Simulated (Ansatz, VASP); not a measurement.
# Two plane-wave programs on TaN

```
CELL_PARAMETERS angstrom
0.00000 2.21132 2.21132
2.21132 0.00000 2.21132
2.21132 2.21132 0.00000
ATOMIC_POSITIONS crystal
Ta 0.50000 0.50000 0.50000
N 0.00000 0.00000 0.00000
```

The cell comes from a database or a generator and needn't be the stable form of this composition.

Alike in both runs: task single point; functional LDA; k mesh 10 × 10 × 10; occupations fermi-dirac, width 0.05 eV; no spin polarisation.

|  | VASP | Ansatz |
| --- | --- | --- |
| version | VASP 6.6.1 | Ansatz 0.2.0 |
| potentials or method | VASP PAW LDA potentials, release 64 (Ta_pv, N) | Ansatz PAW |
| plane-wave cutoff (eV) | 520 | 420 |
| valence electrons in the cell | 16 | 18 |

VASP gave:

- gap on the k mesh at the Fermi level (eV): none
- pressure (GPa): -15.5

Problem. What did Ansatz give for the same quantities?

Solution. gap on the k mesh at the Fermi level (eV): none; pressure (GPa): -17.2.

A gap of «none» marks a metal or a gap that the smearing closes. The two sets of potentials don't hold the same shells in valence.

Caveats: so large a pressure means that the cell lies far from this level's equilibrium, or that cutoff or potentials fall short (VASP); the pressure holds a Pulay correction of +0.6 GPa for the finite cutoff (Ansatz); the PAW data sets come from PBE, with cores solved anew for the run's functional, which leaves a small shift of forces and pressure (Ansatz). The runs have no spin-orbit coupling, so splittings on Ta are missing.
